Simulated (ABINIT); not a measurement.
Runs of ABINIT 10.8.3 (patched build) on Ge. Symmetry: Cmmm, No. 65, orthorhombic system. The conventional cell has a = 2.794 Å, b = 5.201 Å, c = 2.698 Å, α = 90.00°, β = 90.00°, γ = 90.00°. Around Ge (site symmetry mmm) lie 8 Ge at 2.70 to 2.95 Å. This isn't the form of Ge at room conditions, which is diamond.

| task | level | potentials or basis | cell | k mesh | cutoff (eV) | fine-grid cutoff | cell freedom (optcell) | cutoff smearing ecutsm (Ha) | optimiser (ionmov) | force stop (Ha/bohr) | gap on the mesh (eV) | pressure (GPa) | relaxed volume (Å³/atom) |
| --- | --- | --- | --- | --- | --- | --- | --- | --- | --- | --- | --- | --- | --- |
| single point | PBE | JTH PAW PBE v2.0 | as given | 11 × 11 × 10 | 599 | 1197.3 eV | - | - | - | - | none | (a) | - |
| single point | PBE | JTH PAW PBE v2.0 | cell strained at random at fixed volume | 11 × 11 × 10 | 599 | 1197.3 eV | - | - | - | - | none | -0.7 | - |
| relaxation of cell and atoms | LDA | JTH PAW LDA v2.0 | relaxed | 11 × 11 × 10 | 599 | 1197.3 eV | 2 | 0.5 | 2 | 0.0002 | none | 0.0 | 18.04 |
| relaxation of cell and atoms | PBEsol | JTH PAW PBE v2.0 | relaxed | 11 × 11 × 10 | 599 | 1197.3 eV | 2 | 0.5 | 22 | 0.0001 | none | 0.0 | 18.47 |
| band structure | PBEsol | PseudoDojo NC SR PBEsol v0.4.1 standard | as given | 11 × 11 × 10 | 1061 | - | - | - | - | - | none | -4.0 | - |
| single point | PBE | PseudoDojo NC SR PBE v0.4.1 standard | as given | 8 × 8 × 8 | 952 | - | - | - | - | - | none | - | - |

Alike in all rows: no spin polarisation; smearing fermi-dirac 0.05 eV.

Problem. Fill in the values left out.

Solution. (a) -1.0.

Caveats: the PAW data sets were made with another functional, which shifts forces and pressure a little (some runs).

A k mesh can miss the band edges, and the runs leave out spin-orbit coupling on Ge.

A gap of «none» marks a metal or a gap under the smearing width.
